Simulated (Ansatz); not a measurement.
# TiO2 (C2/c) in Ansatz: reference runs

How does TiO2 come out in PBE? The cell is run as given and disturbed.

Everything below comes from runs of Ansatz 0.2.0. Logs are shortened: lines on timing, memory, paths and dates and some standing lists are left out, and cuts for length are marked.

**1. Starting point**

Symmetry: C2/c, No. 15, monoclinic system. Conventional cell: a = 5.412 Å, b = 5.413 Å, c = 5.472 Å, α = 90.00°, β = 118.77°, γ = 90.00°. Ti (site symmetry 2) has 6 O at 1.93 to 2.00 Å as nearest neighbours. O (site symmetry 1) is surrounded by 3 Ti at 1.93 to 2.00 Å.

The cell is a database's computed one.

**2. Single point, PBE**

input.yaml reads:

```yaml
crystal:
  lattice:
    - [2.706034, -2.706655, 0.0]
    - [2.706034, 2.706655, 0.0]
    - [-2.633531, 0.0, 4.796637]
  atoms:
    - { symbol: Ti, position: [0.86589, 0.13411, 0.75] }
    - { symbol: Ti, position: [0.13411, 0.86589, 0.25] }
    - { symbol: O, position: [0.088755, 0.331221, 0.167149] }
    - { symbol: O, position: [0.911245, 0.668779, 0.832851] }
    - { symbol: O, position: [0.668779, 0.911245, 0.332851] }
    - { symbol: O, position: [0.331221, 0.088755, 0.667149] }
kpoints:
  mp_grid: { grid: [8, 8, 6] }
scf:
  occupations: { method: fermi_dirac, width: 0.05 }
hamiltonian:
  xc: pbe
  pseudopotentials: { kind: all_electron, lapw: { basis_error: 0.001 } }
output:
  forces: true
  stress: true
  eigenvalues: true
  populations: true
```

Potentials or basis: all-electron LAPW, scalar-relativistic.

Run with:

```sh
> ansatz run input.yaml --threads 4 --pin off --max-ram 12288MiB --backend cpu --events-out ev --progress --plain --runs-dir out
```

The program printed:

```text
Warning: RAYON_NUM_THREADS=4 ignored (pool sized by the plan → 4); use --threads N
Ti: projections on atomic orbitals take those of the free atom 1s2 2s2 2p6 3s2 3p6 3d2 4s2, of charge +0.00 (hamiltonian.pseudopotentials.projection_atoms)
O: projections on atomic orbitals take those of the free atom 1s2 2s2 2p4, of charge +0.00 (hamiltonian.pseudopotentials.projection_atoms)
LAPW: plane waves up to 10.431 Å⁻¹, error target 1.0e-3 eV per atom; small_component_spin mean_spin; O in spheres of 0.901 Å, 8 of its electrons in bands, Dirac shells []; Ti in spheres of 1.032 Å, 20 of its electrons in bands, Dirac shells [] (how accurate: hamiltonian.pseudopotentials.lapw.basis_error, Limitations)
Engine: ansatz 0.2.0, x86_64-unknown-linux-gnu
Pseudopotentials: kind: all_electron
Pseudopotential: Ti, LAPW, valence charge 20, lapw/all_electron/scalar/gaussian/Ti, Koelling and Harmon's equation, gaussian nucleus
Pseudopotential: O, LAPW, valence charge 8, lapw/all_electron/scalar/gaussian/O, Koelling and Harmon's equation, gaussian nucleus
Functional definition: PBE
  parameter kappa = 0.804
  parameter beta = 0.06672455060314922
  exchange = pbe_x(kappa = kappa, mu = beta*pi^2/3)
  correlation = pbe_c(beta = beta)
Crystal: 6 atoms, lattice volume = 70.264 Å³
Basis set: ecut = 414.53804354408123 eV, 1321 PW (Γ), exchange–correlation at level 2
Bands: 44, of which v1, the nominal top of the filled ones, is band 36 counted from 1 (35 counted from 0)
Symmetry: 4 space group operations
Space group: C2/c (ITA 15), of the structure as read, at distance tolerance 4.1e-5 Å
k-points: 114 of 384
Non-local potential: Ti, projectors of the file, none
Non-local potential: O, projectors of the file, none
Initial density: superposition of atomic densities (chi_scale 0.1, normalization cell, long waves kept (reshape's long-wave potential 0.00 eV rms))
Initial wavefunctions: plane waves of lowest kinetic energy (no species holds an atomic orbital)
Functional: x = pbe(κ = 0.804, μ = 0.2195149727645171), c = pbe(β = 0.06672455060314922)
iter 1 solved again at ethr=2.88e-2 eV; its pass at ethr=1.00e-1 eV (dr2=2.07e1 eV) is discarded
SCF iter   1: F=—  HF=-54678.218370 eV  |F-HF|=—  |Δ(HF+E_count)|=         —  Δρ=1.64e-1  dr2=2.07e1  ethr=2.88e-2  ⟨swp⟩=2.0  Hψ=32426  notcnv=0
preconditioner: auto → Resta (q_TF=auto, 2.739 Å⁻¹)  ε∞=3.2  [insulator: Δε(μ)=6.286 eV  Ē_g=19.604 eV  σ=0.050 eV  W_gap=1.00  n_scr=32 (ndim 8)  ℏωp=29.4 eV  f_vac=0.048  D(μ)=0.00/eV (n_scr^D=0)  ε∞_Penn≈3.2]
SCF iter   2: F=—  HF=-54672.830606 eV  |F-HF|=—  |Δ(HF+E_count)|=    5.39e0  Δρ=1.25e-1  dr2=1.36e1  ethr=2.88e-2  ⟨swp⟩=3.0  Hψ=16148  notcnv=0
preconditioner: auto → Kerker (q_TF=auto, 2.739 Å⁻¹)  [metal: Δε(μ)=0.025 eV  Ē_g=8.379 eV  σ=0.050 eV  W_gap=0.12  n_scr=32 (ndim 8)  ℏωp=25.1 eV  f_vac=0.099  D(μ)=0.60/eV (n_scr^D=0)]
SCF iter   3: F=—  HF=-54669.278839 eV  |F-HF|=—  |Δ(HF+E_count)|=    3.55e0  Δρ=6.24e-2  dr2=3.13e0  ethr=1.89e-2  ⟨swp⟩=3.0  Hψ=15242  notcnv=0
SCF iter   4: F=—  HF=-54668.559164 eV  |F-HF|=—  |Δ(HF+E_count)|=   7.20e-1  Δρ=2.19e-2  dr2=4.09e-1  ethr=4.35e-3  ⟨swp⟩=2.0  Hψ=16302  notcnv=0
SCF iter   5: F=—  HF=-54668.710807 eV  |F-HF|=—  |Δ(HF+E_count)|=         —  Δρ=2.04e-2  dr2=3.99e-1  ethr=5.68e-4  ⟨swp⟩=2.1  Hψ=16314  notcnv=0
the basis was enlarged: its passes take 9.7 MiB over the memory plan, 4 of 4 planned eigensolver slots
SCF iter   6: F=—  HF=-54668.598792 eV  |F-HF|=—  |Δ(HF+E_count)|=   1.12e-1  Δρ=7.74e-3  dr2=6.45e-2  ethr=5.54e-4  ⟨swp⟩=2.0  Hψ=15622  notcnv=0
SCF iter   7: F=—  HF=-54668.588605 eV  |F-HF|=—  |Δ(HF+E_count)|=   1.02e-2  Δρ=2.78e-3  dr2=1.03e-2  ethr=8.96e-5  ⟨swp⟩=2.0  Hψ=16152  notcnv=0
SCF iter   8: F=—  HF=-54668.589003 eV  |F-HF|=—  |Δ(HF+E_count)|=   3.98e-4  Δρ=1.26e-3  dr2=1.84e-3  ethr=1.43e-5  ⟨swp⟩=2.9  Hψ=15611  notcnv=0
SCF iter   9: F=—  HF=-54668.588787 eV  |F-HF|=—  |Δ(HF+E_count)|=   2.16e-4  Δρ=5.44e-4  dr2=2.96e-4  ethr=2.55e-6  ⟨swp⟩=2.1  Hψ=15420  notcnv=0
iter 10 solved again at ethr=1.60e-8 eV; its pass at ethr=4.11e-7 eV (dr2=1.15e-5 eV) is discarded
SCF iter  10: F=—  HF=-54668.588702 eV  |F-HF|=—  |Δ(HF+E_count)|=   8.51e-5  Δρ=1.09e-4  dr2=1.14e-5  ethr=1.60e-8  ⟨swp⟩=2.0  Hψ=25565  notcnv=0
SCF iter  11: F=—  HF=-54668.588690 eV  |F-HF|=—  |Δ(HF+E_count)|=   1.20e-5  Δρ=3.03e-5  dr2=7.66e-7  ethr=1.59e-8  ⟨swp⟩=2.3  Hψ=15436  notcnv=0
SCF iter  12: F=-54668.588690 eV  HF=-54668.588690 eV  |F-HF|=3.50e-8  |Δ(HF+E_count)|=   2.66e-8  Δρ=6.82e-6  dr2=2.97e-8  ethr=1.06e-9  ⟨swp⟩=2.7  Hψ=15498  notcnv=0
SCF 1 converged in 12 iterations: F = -54668.588690 eV  dr2 = 2.97e-8
SCF converged after 12 iterations
Free energy (F): -54668.588690 eV
Harris-Foulkes:  -54668.588690 eV  (|F-HF|=3.50e-8)
Internal energy: -54668.588690 eV  (E = F + TS)
E sigma→0 (E₀):  -54668.588690 eV
Fermi energy:    8.248483 eV
--- Per-component energies (eV) ---
  E_band       = -11709.388175
  E_kinetic    = 55101.858158
  E_xc         = -3225.438640
  E_electrostatic = -106545.008208  (all electrons and nuclei)
  E_smearing   = -0.000000  (= −TS)
  E_closure    = 0.000000  (closes the sum)
  E_atoms      = -54616.856114  (free atoms, spherical and without spin; not in F)
  Σ components = -54668.588690   (vs F -54668.588690, Δ=0.00e0)
  Basis errors (estimates in eV, not in F): energy 4.6e-4 per atom: plane waves 4.1e-4 (2.5e-4 summed), levels above the bands 1.1e-37, relativity 4.1e-8, radial functions 4.5e-5, core shells 1.6e-12; eigenvalues (radial functions only) 2.3e-6; not estimated: angular momenta, meshes, grids; target (lapw.basis_error) 1.0e-3; muffin-tin radii O 0.901 Å, Ti 1.032 Å
--- Forces (eV/Å), atoms counted from 1 ---
  atom   1  Ti     0.00000000    -0.05002692     0.00000000
  atom   2  Ti     0.00000000     0.05002692     0.00000000
  atom   3  O      0.00982783     0.03578380    -0.12011590
  atom   4  O     -0.00982783    -0.03578380     0.12011590
  atom   5  O     -0.00982783     0.03578380     0.12011590
  atom   6  O      0.00982783    -0.03578380    -0.12011590
  max |Σ_I F_I| component: 0.00e0 eV/Å
--- Stress (GPa, compression-positive) ---
       -1.809100       0.000000      -0.278840
        0.000000      -1.843154       0.000000
       -0.278840       0.000000      -1.255773
  P = ⅓ Tr σ = -1.6360 GPa (-16.360 kbar)
--- Band table (eV; the first three rows and the last of 114) ---
  k-point 0: bands = ["-524.0697", "-524.0697", "-496.8428", "-496.8428", "-496.8428", "-496.8428", "-431.3058", "-431.3058", "-431.2966", "-431.2966", "-431.2954", "-431.2954", "-49.2887", "-49.2357", "-25.7253", "-25.5115", "-25.5111", "-25.4501", "-25.4477", "-25.3708", "-10.3624", "-9.3797", "-9.2640", "-8.9325", "3.3540", "3.4441", "3.4580", "3.8345", "5.1473", "5.1659", "5.2046", "6.3670", "6.3986", "6.4389", "6.7185", "6.7240", "9.2243", "9.9354", "10.9698", "10.9796", "11.0221", "11.0335", "11.9671", "12.2384"]
  k-point 1: bands = ["-524.0697", "-524.0697", "-496.8428", "-496.8428", "-496.8428", "-496.8428", "-431.3058", "-431.3058", "-431.2966", "-431.2966", "-431.2954", "-431.2954", "-49.2852", "-49.2393", "-25.7024", "-25.5177", "-25.5176", "-25.4441", "-25.4414", "-25.3945", "-10.2877", "-9.3903", "-9.3012", "-8.9703", "3.4198", "3.4647", "3.4910", "3.7092", "5.1674", "5.1765", "5.4168", "6.2042", "6.2303", "6.2629", "6.8495", "6.8527", "9.2688", "9.8844", "10.8771", "10.8899", "11.1202", "11.1272", "11.8843", "12.1753"]
  k-point 2: bands = ["-524.0697", "-524.0697", "-496.8428", "-496.8428", "-496.8428", "-496.8428", "-431.3058", "-431.3058", "-431.2966", "-431.2966", "-431.2954", "-431.2954", "-49.2755", "-49.2490", "-25.6393", "-25.5282", "-25.5277", "-25.4642", "-25.4312", "-25.4296", "-10.0847", "-9.5484", "-9.2724", "-9.0660", "3.4959", "3.5079", "3.5837", "3.5870", "5.1934", "5.2006", "5.7274", "5.9477", "6.0101", "6.0192", "6.9845", "6.9862", "9.3926", "9.7477", "10.8128", "10.8218", "11.2004", "11.2045", "11.8031", "12.0475"]
  k-point 113: bands = ["-524.0697", "-524.0697", "-496.8428", "-496.8428", "-496.8428", "-496.8428", "-431.3058", "-431.3058", "-431.2966", "-431.2966", "-431.2954", "-431.2954", "-49.2585", "-49.2585", "-25.6866", "-25.6866", "-25.5524", "-25.5524", "-25.4037", "-25.4037", "-9.0740", "-9.0740", "-8.7680", "-8.7680", "2.8289", "2.8289", "3.0536", "3.0536", "3.5067", "3.5067", "4.5965", "4.5965", "5.1588", "5.1588", "7.1349", "7.1349", "10.4047", "10.4047", "10.8545", "10.8545", "11.8678", "11.8678", "13.4629", "13.4629"]
--- Löwdin populations: 6 sites ---
  site symbol       q [e]
     0     Ti     20.6006
     1     Ti     20.6006
     2      O      8.6634
     3      O      8.6634
     4      O      8.6634
     5      O      8.6634
  spilling = 0.001908 (of n_electrons = 76.000000)
```

Run time: 56 s. Hardware: 4 threads of Intel Xeon at 2.70GHz, shared host; peak memory 1.3 GiB.

Results:

```yaml
Free_energy: -54668.5887 eV
Pressure: -1.6 GPa
Largest_force: 0.126 eV/Å
Band_gap_on_the_k_mesh: 2.07 eV, indirect (least direct gap 2.41 eV)
Loewdin_charges: Ti +1.40; O -0.66 e
```

Forces on the atoms (eV/Å):
```
Ti   0.000 -0.050  0.000
Ti   0.000  0.050  0.000
O    0.010  0.036 -0.120
O   -0.010 -0.036  0.120
O   -0.010  0.036  0.120
O    0.010 -0.036 -0.120
```

Levels at points of the mesh, in eV from the valence-band top:
```tsv
k point	band 32	band 33	band 34	band 35	band 36	band 37	band 38	band 39	band 40	band 41
(0.00, 0.00, 0.00)	-0.79	-0.76	-0.72	-0.44	-0.43	2.07	2.78	3.81	3.82	3.87
(0.00, 0.00, -0.50)	-1.32	-1.24	-1.24	-0.13	-0.13	2.41	2.41	3.64	3.64	4.07
(0.00, -0.50, 0.00)	-1.94	-1.84	-0.89	-0.86	-0.62	3.21	3.36	3.39	3.63	4.10
(0.00, -0.50, -0.50)	-1.88	-1.84	-0.88	-0.86	-0.62	3.07	3.46	3.49	3.51	4.18
(-0.50, -0.50, 0.00)	-2.42	-2.15	-1.85	-0.01	0.00	3.23	3.26	3.52	3.86	4.69
(-0.50, -0.50, -0.50)	-2.56	-2.00	-2.00	-0.02	-0.02	3.25	3.25	3.70	3.70	4.71
```

**3. Single point, PBE (atoms moved at random, drawn with an rms of 0.05 Å)**

input.yaml reads:

```yaml
crystal:
  lattice:
    - [2.706034, -2.706655, 0.0]
    - [2.706034, 2.706655, 0.0]
    - [-2.633531, 0.0, 4.796637]
  atoms:
    - { symbol: Ti, position: [0.859922, 0.126829, 0.747689] }
    - { symbol: Ti, position: [0.139982, 0.857115, 0.263474] }
    - { symbol: O, position: [0.080971, 0.333842, 0.167308] }
    - { symbol: O, position: [0.908093, 0.667235, 0.837976] }
    - { symbol: O, position: [0.682355, 0.917816, 0.346147] }
    - { symbol: O, position: [0.339255, 0.092758, 0.671044] }
kpoints:
  mp_grid: { grid: [8, 8, 6] }
scf:
  occupations: { method: fermi_dirac, width: 0.05 }
hamiltonian:
  xc: pbe
  pseudopotentials: { kind: all_electron, lapw: { basis_error: 0.001 } }
output:
  forces: true
  stress: true
  eigenvalues: true
  populations: true
```

Potentials or basis: all-electron LAPW, scalar-relativistic.

Run with:

```sh
> ansatz run input.yaml --threads 4 --pin off --max-ram 12288MiB --backend cpu --events-out ev --progress --plain --runs-dir out
```

The program printed:

```text
Warning: RAYON_NUM_THREADS=4 ignored (pool sized by the plan → 4); use --threads N
Ti: projections on atomic orbitals take those of the free atom 1s2 2s2 2p6 3s2 3p6 3d2 4s2, of charge +0.00 (hamiltonian.pseudopotentials.projection_atoms)
O: projections on atomic orbitals take those of the free atom 1s2 2s2 2p4, of charge +0.00 (hamiltonian.pseudopotentials.projection_atoms)
LAPW: plane waves up to 10.713 Å⁻¹, error target 1.0e-3 eV per atom; small_component_spin mean_spin; O in spheres of 0.878 Å, 8 of its electrons in bands, Dirac shells []; Ti in spheres of 1.004 Å, 20 of its electrons in bands, Dirac shells [] (how accurate: hamiltonian.pseudopotentials.lapw.basis_error, Limitations)
Engine: ansatz 0.2.0, x86_64-unknown-linux-gnu
Pseudopotentials: kind: all_electron
Pseudopotential: Ti, LAPW, valence charge 20, lapw/all_electron/scalar/gaussian/Ti, Koelling and Harmon's equation, gaussian nucleus
Pseudopotential: O, LAPW, valence charge 8, lapw/all_electron/scalar/gaussian/O, Koelling and Harmon's equation, gaussian nucleus
Functional definition: PBE
  parameter kappa = 0.804
  parameter beta = 0.06672455060314922
  exchange = pbe_x(kappa = kappa, mu = beta*pi^2/3)
  correlation = pbe_c(beta = beta)
Crystal: 6 atoms, lattice volume = 70.264 Å³
Basis set: ecut = 437.26001517976755 eV, 1485 PW (Γ), exchange–correlation at level 2
Bands: 44, of which v1, the nominal top of the filled ones, is band 36 counted from 1 (35 counted from 0)
Symmetry: 1 space group operations
Space group: P1 (ITA 1), of the structure as read, at distance tolerance 4.1e-5 Å
k-points: 196 of 384 (time reversal used)
Non-local potential: Ti, projectors of the file, none
Non-local potential: O, projectors of the file, none
Initial density: superposition of atomic densities (chi_scale 0.1, normalization cell, long waves kept (reshape's long-wave potential 0.01 eV rms))
Initial wavefunctions: plane waves of lowest kinetic energy (no species holds an atomic orbital)
Functional: x = pbe(κ = 0.804, μ = 0.2195149727645171), c = pbe(β = 0.06672455060314922)
[... 27 lines left out ...]
--- Per-component energies (eV) ---
  E_band       = -11707.641453
  E_kinetic    = 55104.140722
  E_xc         = -3225.927493
  E_electrostatic = -106546.738092  (all electrons and nuclei)
  E_smearing   = -0.000000  (= −TS)
  E_closure    = 0.000000  (closes the sum)
  E_atoms      = -54616.856114  (free atoms, spherical and without spin; not in F)
  Σ components = -54668.524862   (vs F -54668.524862, Δ=0.00e0)
  Basis errors (estimates in eV, not in F): energy 4.8e-4 per atom: plane waves 4.3e-4 (2.6e-4 summed), levels above the bands 2.4e-38, relativity 1.6e-7, radial functions 4.9e-5, core shells 1.1e-11; eigenvalues (radial functions only) 1.9e-6; not estimated: angular momenta, meshes, grids; target (lapw.basis_error) 1.0e-3; muffin-tin radii O 0.878 Å, Ti 1.004 Å
--- Forces (eV/Å), atoms counted from 1 ---
  atom   1  Ti     0.18609393    -0.08658812     0.86608891
  atom   2  Ti     0.05330106     0.11400249    -0.92248486
  atom   3  O      0.00761818    -0.31288371     0.39215693
  atom   4  O      0.28335363    -0.00657590     0.15042972
  atom   5  O     -0.24298896     0.19657353    -0.46516255
  atom   6  O     -0.28735930     0.09546573    -0.02104443
  max |Σ_I F_I| component: 1.85e-5 eV/Å
--- Stress (GPa, compression-positive) ---
       -0.927687      -3.696961      -0.315751
       -3.696961      -0.853334      -0.385605
       -0.315751      -0.385605       2.223979
  P = ⅓ Tr σ = 0.1477 GPa (1.477 kbar)
--- Band table (eV; the first three rows and the last of 196) ---
  k-point 0: bands = ["-524.0600", "-523.9192", "-496.9707", "-496.9174", "-496.7785", "-496.6681", "-431.2986", "-431.2955", "-431.2784", "-431.1538", "-431.1466", "-431.1418", "-49.2715", "-49.1445", "-25.7029", "-25.5272", "-25.4758", "-25.3938", "-25.3401", "-25.3180", "-10.4089", "-9.4422", "-9.2430", "-8.8338", "3.2089", "3.2813", "3.5043", "3.8665", "4.9919", "5.1165", "5.2507", "6.3723", "6.3842", "6.4079", "6.5770", "6.8264", "9.2919", "10.0116", "10.9412", "11.0729", "11.1821", "11.2768", "12.0632", "12.3253"]
  k-point 1: bands = ["-524.0600", "-523.9192", "-496.9707", "-496.9174", "-496.7785", "-496.6681", "-431.2986", "-431.2955", "-431.2784", "-431.1538", "-431.1466", "-431.1418", "-49.2701", "-49.1460", "-25.6800", "-25.5305", "-25.4789", "-25.3910", "-25.3481", "-25.3308", "-10.3358", "-9.4389", "-9.3006", "-8.8640", "3.2367", "3.3405", "3.5351", "3.7282", "4.9875", "5.2587", "5.3610", "6.1685", "6.2112", "6.2826", "6.7612", "6.9145", "9.3339", "9.9620", "10.8632", "11.0891", "11.1638", "11.3557", "11.9899", "12.2643"]
  k-point 2: bands = ["-524.0600", "-523.9192", "-496.9707", "-496.9174", "-496.7785", "-496.6681", "-431.2986", "-431.2955", "-431.2784", "-431.1538", "-431.1466", "-431.1418", "-49.2671", "-49.1490", "-25.6194", "-25.5365", "-25.4853", "-25.4114", "-25.3813", "-25.3281", "-10.1446", "-9.5223", "-9.3659", "-8.9295", "3.2722", "3.4489", "3.5686", "3.6286", "4.9834", "5.2944", "5.6768", "5.9293", "5.9689", "6.0816", "6.9268", "7.0190", "9.4475", "9.8323", "10.7949", "11.0170", "11.2498", "11.4161", "11.9163", "12.1430"]
  k-point 195: bands = ["-524.0600", "-523.9192", "-496.9707", "-496.9174", "-496.7785", "-496.6681", "-431.2986", "-431.2955", "-431.2784", "-431.1538", "-431.1466", "-431.1418", "-49.2614", "-49.1472", "-25.6782", "-25.6579", "-25.5534", "-25.4404", "-25.3543", "-25.3399", "-9.2243", "-9.1054", "-8.7727", "-8.6548", "2.7140", "2.7910", "3.0732", "3.1838", "3.5099", "3.6273", "4.4745", "4.5873", "5.2337", "5.2982", "7.0098", "7.1380", "10.3592", "10.5058", "10.7873", "10.9930", "11.8411", "11.9447", "13.3859", "13.7267"]
--- Löwdin populations: 6 sites ---
  site symbol       q [e]
     0     Ti     20.6104
     1     Ti     20.6003
     2      O      8.6662
     3      O      8.6793
     4      O      8.6505
     5      O      8.6485
  spilling = 0.001906 (of n_electrons = 76.000000)
```

populations.tsv:

```text
# site	symbol	l	j	q
# orbitals = lowdin
# n_electrons = 76.000000
# spilling = 0.001906
# projection_atom_Ti: 1s2 2s2 2p6 3s2 3p6 3d2 4s2
# projection_atom_O: 1s2 2s2 2p4
0	Ti	0_1S	-	1.999983
0	Ti	0_2S	-	1.998994
0	Ti	0_3S	-	1.967594
0	Ti	0_4S	-	0.389445
0	Ti	1_2P	-	5.999976
0	Ti	1_3P	-	5.988517
0	Ti	2_3D	-	2.265877
1	Ti	0_1S	-	1.999983
1	Ti	0_2S	-	1.999013
1	Ti	0_3S	-	1.968295
1	Ti	0_4S	-	0.387438
1	Ti	1_2P	-	5.999976
1	Ti	1_3P	-	5.988531
1	Ti	2_3D	-	2.257110
2	O	0_1S	-	1.998149
2	O	0_2S	-	1.766803
2	O	1_2P	-	4.901212
3	O	0_1S	-	1.998198
3	O	0_2S	-	1.768992
3	O	1_2P	-	4.912119
4	O	0_1S	-	1.998016
4	O	0_2S	-	1.756619
4	O	1_2P	-	4.895834
5	O	0_1S	-	1.998031
5	O	0_2S	-	1.758981
5	O	1_2P	-	4.891472
```

It took 3.6 min on 4 threads of Intel Xeon at 2.70GHz, shared host; peak memory 1.7 GiB.

Results:

```yaml
Free_energy: -54668.5249 eV
Pressure: 0.1 GPa
Largest_force: 0.931 eV/Å
Band_gap_on_the_k_mesh: 2.13 eV, indirect (least direct gap 2.42 eV)
Loewdin_charges: Ti +1.39, +1.40; O -0.67, -0.68, -0.65 e
```

Forces in eV/Å, atoms in the order of the input:
```
Ti   0.186 -0.087  0.866
Ti   0.053  0.114 -0.922
O    0.008 -0.313  0.392
O    0.283 -0.007  0.150
O   -0.243  0.197 -0.465
O   -0.287  0.095 -0.021
```

Stress tensor (GPa, compression positive):
```
-0.93 -3.70 -0.32
-3.70 -0.85 -0.39
-0.32 -0.39  2.22
```

A k mesh can miss the band edges.
